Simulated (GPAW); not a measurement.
Wanted: an ASE script for a GPAW 26.7.0 run.

```yaml
Task: relaxation of cell and atoms
Functional: LDA
Potentials_or_basis: the program's PAW data sets (release 1.2.1) made for this functional
Cutoff: 800 eV
Basis: pw
k_mesh: 10 × 10 × 10
Occupations: fermi-dirac, width 0.05 eV
Spin: no spin polarisation
Target_pressure: 20 GPa
Maxiter: 150
Optimizer: BFGS
Fmax: 0.02 eV/Å
Max_steps: 60
Target_pressure: 20 GPa
Convergence: density=1e-05 forces=0.0001
```

The system is CuO.

```
Cu O
1.0
     0.00000    2.32725    2.32725
     2.32725    0.00000    2.32725
     2.32725    2.32725    0.00000
Cu O
1 1
Direct
  0.00000 0.00000 0.00000
  0.25000 0.25000 0.25000
```

Measurements of this composition are mostly on another form, of space group No. 15.

The input as run:

run.py

```python
from ase import Atoms
from ase.filters import FrechetCellFilter
from ase.io import write
from ase.optimize import BFGS
from ase.units import GPa
from gpaw import GPAW, PW

atoms = Atoms(['Cu', 'O'],
              cell=[[0.0, 2.32725273, 2.32725273],
                    [2.32725273, 0.0, 2.32725273],
                    [2.32725273, 2.32725273, 0.0]],
              scaled_positions=[[0.0, 0.0, 0.0],
                                [0.25, 0.25, 0.25]],
              pbc=True)

calc = GPAW(mode=PW(800),
            xc='LDA',
            kpts={'size': (10, 10, 10), 'gamma': True},
            occupations={'name': 'fermi-dirac', 'width': 0.05},
            nbands=19,
            convergence={'density': 1e-05, 'forces': 0.0001},
            maxiter=150,
            txt='gpaw.txt')
atoms.calc = calc
opt = BFGS(FrechetCellFilter(atoms, scalar_pressure=20 * GPa), trajectory='relax.traj', logfile='-')
done = opt.run(fmax=0.02, steps=60)
calc.write('gs.gpw')
write('result.traj', atoms)
print('Converged:', done)
print('Cell:', atoms.cell.cellpar().round(4))
print('Volume:', round(atoms.get_volume(), 4))
print(atoms.get_scaled_positions().round(5))
```

Potentials or basis: the program's PAW data sets (release 1.2.1) made for this functional, pw.

Run with:

```sh
$ OMP_NUM_THREADS=1 python run.py
```

Results of the run:

```yaml
Relaxed_volume: 9.78 Å³/atom
Relaxed_cell: a = 3.024 Å, b = 3.024 Å, c = 3.024 Å, α = 60.00°, β = 60.00°, γ = 60.00°
Space_group_after_relaxing_to_0.05_Å: F-43m (No. 216)
Energy_change_on_relaxing_the_enthalpy_is_what_falls: -76.5 meV/atom
Ionic_steps: 5
Pressure_after_relaxing: 19.7 GPa
Band_gap_on_the_k_mesh: none (metal or under the smearing width)
```

Caveat: with this Cu data set, volumes or pressures lay over 1.5 % or 2 GPa off other programs in two to four cells of ten; later steps reuse the first step's grids; the volume moved by over 15 % at a fixed basis, so the end points are rough; an odd number of electrons without spin polarisation forces a metal; a magnetic or distorted state may lie lower; the run has no spin polarisation, though such a crystal can be magnetic; semilocal functionals often make such compounds metallic where correlation or magnetic order opens a gap, which also shifts bond lengths.

Wall time 82 s on 1 thread of Arm Neoverse V2 (shared host), peak memory 0.24 GiB.
